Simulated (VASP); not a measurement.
**MnAs: band structure with PBE**

Crystal: MnAs.

```
Mn As
1.0
     0.00000    2.83118    2.83118
     2.83118    0.00000    2.83118
     2.83118    2.83118    0.00000
Mn As
1 1
Direct
  0.00000 0.00000 0.00000
  0.25000 0.25000 0.25000
```

The cell was built by a generator and needn't be a form met in nature.

* Program: VASP 6.6.1
* Task: band structure
* Functional: PBE
* Potentials or basis: VASP PAW PBE potentials, release 64 (Mn_pv, As)
* Cutoff: 520 eV
* k mesh: 12 × 12 × 12
* Occupations: gaussian, width 0.03 eV
* Spin: collinear spin, ferromagnetic start
* Starting moments: [4.0, 0.0] μB
* Further INCAR settings: ALGO = Normal; EDIFF = 1e-06; NBANDS = 20; AMIX = 0.2; BMIX = 0.0001

```json
{
 "Pressure": "0.1 GPa",
 "Band gap along the path": "none (metal or under the smearing width)",
 "Net moment": "3.71 μB per cell",
 "Site moments": "Mn +3.65; As -0.16 μB",
 "Valence electrons inside the program's atomic spheres": "Mn 11.51; As 2.83"
}
```

Core levels (eV, on the scale of the bands):
| atom | levels |
| --- | --- |
| 1 Mn | 1s -6419.2, 2s -733.9, 2p -620.1, 3s -75.7 |
| 2 As | 1s -11708.1, 2s -1476.7, 2p -1293.5, 3s -180.6, 3p -124.0, 3d -31.0 |

Wall time 2.9 min on 1 thread of Intel(R) Xeon(R) Platinum 8488C (Sapphire Rapids), with other jobs on the host, peak memory 0.31 GiB.

Caveat: a cell with one magnetic atom can't hold antiferromagnetic order, which such compounds often take.
